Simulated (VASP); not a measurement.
Write the native input for VASP 6.6.1 that does the following.

- Task: work function
- Functional: PBE
- Potentials or basis: VASP PAW PBE potentials, release 64 (Mg)
- Cutoff: 520 eV
- k mesh: 10 × 10 × 1
- Occupations: gaussian, width 0.05 eV
- Spin: no spin polarisation
- Dipole correction: yes
- Further INCAR settings: ALGO = Normal; EDIFF = 1e-06

The structure of Mg lies in POSCAR:

```
Mg
1.0
    3.1768261656      0.0000000000      0.0000000000
   -1.5884130828      2.7512121628      0.0000000000
    0.0000000000      0.0000000000     35.6377240200
Mg
9
Direct
    0.3333333300      0.6666666600      0.2104511499
    0.0000000000      0.0000000000      0.2828383624
    0.6666666700      0.3333333400      0.3552255750
    0.0000000000      0.0000000000      0.4276127875
    0.3333333300      0.6666666600      0.5000000000
    0.0000000000      0.0000000000      0.5723872125
    0.6666666700      0.3333333400      0.6447744250
    0.0000000000      0.0000000000      0.7171616376
    0.3333333300      0.6666666600      0.7895488501
```

The slab is cut from a database's or a generator's crystal, which needn't be the stable form of the element.

The cell isn't the ideal one: the (0 0 1) slab of Mg, cut from the database cell, not relaxed.

The input as run:

INCAR

```
PREC = Accurate
ENCUT = 520
EDIFF = 1E-6
ISMEAR = 0
SIGMA = 0.05
LREAL = False
LASPH = True
NELM = 60
ALGO = Normal
ISIF = 2
LWAVE = False
LCHARG = True
LDIPOL = True
IDIPOL = 3
DIPOL = 0.5 0.5 0.500
GGA = PE
LELF = True
LVHAR = True
LVACPOTAV = True
```

KPOINTS

```
regular mesh
0
Gamma
  10 10 1
```

Potentials or basis: VASP PAW PBE potentials, release 64 (Mg).

Command:

```bash
$ cat potpaw_PBE.64/Mg/POTCAR > POTCAR
$ mpirun -np 1 vasp_std > vasp.out
```

Results of the run:

* Largest force: 0.093 eV/Å
* Band gap on the k mesh: none (metal or under the smearing width)
* Work function of the upper face: 3.67 eV
* Work function of the lower face: 3.67 eV

Run time: 62 s on 1 thread of Intel(R) Xeon(R) 6975P-C (Granite Rapids), with other jobs on the host, peak memory 0.39 GiB.
